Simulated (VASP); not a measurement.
## Bi: single point with RPBE

Crystal: Bi.

```
CELL_PARAMETERS angstrom
3.52544 0.00000 0.00000
-1.76272 3.05312 0.00000
0.00000 0.00000 5.80133
ATOMIC_POSITIONS crystal
Bi 0.33333 0.66667 0.25000
Bi 0.66667 0.33333 0.75000
```

This isn't the form of Bi at room conditions, which is rhombohedral.

```json
{"Program": "VASP 6.6.1", "Task": "single point", "Functional": "RPBE", "Potentials or basis": "VASP PAW PBE potentials, release 64 (Bi_d)", "Cutoff": "520 eV", "k mesh": "17 × 17 × 9", "Occupations": "fermi-dirac, width 0.1 eV", "Spin": "no spin polarisation", "Dipole correction": "no", "Further INCAR settings": "ALGO = Fast; EDIFF = 1e-07; NBANDS = 22"}
```

```
Pressure               : 2.2 GPa
Band gap on the k mesh : none (metal or under the smearing width)
```

Stress tensor (GPa, compression positive):
```
2.09 0.00 0.00
0.00 2.09 0.00
0.00 0.00 2.39
```

Levels at points of the mesh, in eV from the Fermi level:
```tsv
k point	band 11	band 12	band 13	band 14	band 15	band 16	band 17	band 18	band 19	band 20
(0.00, 0.00, 0.00)	-13.60	-10.80	-5.31	3.40	3.40	4.90	4.93	4.93	6.99	7.98
```

It took 2.5 min on 1 thread of AMD EPYC 9R45 96-Core Processor (Zen 5), with other jobs on the host, peak memory 0.28 GiB.

Caveat: the PAW data sets were made with another functional, which shifts forces and pressure a little; spin-orbit coupling is left out, which moves the levels of the heavy elements.
